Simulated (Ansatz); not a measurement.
InSb under strain — Sb-123 nuclear quadrupole resonance

Cell: a structure deposited in the COD, relaxed with PBE at fixed cell and then changed (z compressed by 3 %, ions relaxed).

```
In Sb
1.0
     0.00000    3.23910    3.14193
     3.23910    0.00000    3.14193
     3.23910    3.23910    0.00000
In Sb
1 1
Direct
  0.00000 0.00000 0.00000
  0.75000 0.75000 0.75000
```

Atoms are numbered from 1 in the order listed; like atoms form one site, named after its first atom.

The numbers come from a DFT calculation in Ansatz (PBE, plane waves and PAW, scalar-relativistic, 420 eV cutoff, Γ-centred 12×12×12 k-points, Fermi–Dirac smearing 0.05 eV).

Sb-123: I = 7/2, Q = -692.0 mb (year-2017 value). Static lattice, zero field.

(1) The simulated lines lie at 1.04, 2.07, 3.11 MHz. What are |C_Q|, η and |V_zz| at Sb?

Results:

(1) For I = 7/2 and η = 0 the lines are |C_Q|/14 times 1, 2 and 3; η shifts the lowest up most. Here |C_Q| = 14.5 MHz, η = 0.00 and |V_zz| = 0.87 × 10²¹ V/m². The calculation gives V_zz negative; the lines don't show the sign. The site has 4 In at 2.78 Å.

An axis of threefold or higher order runs through Sb, so V_zz lies along it and η is zero.

Without spin–orbit coupling (the program notes it for In and Sb) the gradients can shift somewhat, as the gap is small. With a gap of 0.12 eV under a smearing of 0.05 eV the band edges are partly filled, so small gradients can hang on the smearing and the k-mesh. With these PAW files V_zz is typically within 2 to 3 % of all-electron values, but misses above 10 % occur on Sb.
